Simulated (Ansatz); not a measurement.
HfB2 in Ansatz: the effect of functional

HfB2:

```
Hf B
1.0
     3.16080    0.00000    0.00000
    -1.58040    2.73733    0.00000
     0.00000    0.00000    3.50305
Hf B
1 2
Direct
  0.00000 0.00000 0.00000
  0.66667 0.33333 0.50000
  0.33333 0.66667 0.50000
```

The cell isn't the ideal one: volume scaled by 1.02.

Alike in all runs:

```yaml
Program: Ansatz 0.2.0
Task: single point
Potentials_or_basis: Ansatz PAW
k_mesh: 10 × 10 × 8
Occupations: fermi-dirac, width 0.05 eV
Spin: no spin polarisation
```

| functional | cutoff | pressure (GPa) |
| --- | --- | --- |
| r2SCAN | 500 eV (not typed: the program's choice for these potentials) | ? |
| PBE | 420 eV (not typed: the program's choice for these potentials) | -3.5 |
| LDA | 420 eV (not typed: the program's choice for these potentials) | -14.6 |

What does the run with functional r2SCAN give?

Pressure -5.5 GPa.

Caveats: the PAW data sets come from PBE, with cores solved anew for the run's functional, which leaves a small shift of forces and pressure (some runs).
